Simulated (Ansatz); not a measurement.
Starting cell, RuO$_{2}$ (rutile):

```xyz
6
Lattice="4.5234 0.0000 0.0000 0.0000 4.5234 0.0000 0.0000 0.0000 3.1190" Properties=species:S:1:pos:R:3 pbc="T T T"
Ru     2.2617     2.2617     1.5595
Ru     0.0000     0.0000     0.0000
O      3.6444     3.6444     1.5595
O      1.3827     3.1407     0.0000
O      3.1407     1.3827     0.0000
O      0.8790     0.8790     1.5595
```

In each cell atom 1 (Ru, nearest neighbour O at 1.955 Å; its periodic images, 3.1 Å or more away, move with it) moves by s·(0.577, 0.577, 0.577) (along Cartesian [111]), the rest being held.

Level of theory: PBE (plane waves to 420 eV, PAW, scalar-relativistic; Ansatz, an electronic-structure program). k mesh 8×8×12 (Γ-centred), Fermi-Dirac smearing 0.05 eV. The energy includes the smearing's −TS. With partly filled bands, energies and forces of such displacements shift with the k mesh and the smearing. RuO2 is run without spin polarisation and with no Hubbard U. RuO2 was relaxed with its symmetry unable to fall. ΔE is measured from the undisplaced structure. The last digit holds for this mesh only.

| s (Å) | ΔE (meV/cell) |
|---|---|
| -0.200 | 465.8 |
| -0.160 | 297.4 |
| -0.120 | withheld |
| -0.080 | 74.1 |
| -0.040 | 18.5 |
| 0.000 | 0.0 |
| 0.040 | 18.5 |
| 0.080 | 74.1 |
| 0.120 | withheld |
| 0.160 | 297.4 |
| 0.200 | 465.8 |

### Question
Fit an even polynomial form (powers 2, 4) to the given rows and predict ΔE at s = -0.120.

### Answer
Least squares on the 9 given rows: ΔE = (11570)·s² + (1954)·s⁴, in meV/cell with s in Å; root-mean-square residual 0.07 meV/cell. At -0.120 the fit gives 167.0 meV/cell; the calculation gives 166.9 meV/cell, so the interpolation is off by 0.1 (+0.1 %). The quadratic term alone would give 166.6 meV/cell.

(A displaced cell: forces are minus the slopes of the energy, force constants its curvatures, and phonons follow from these.)
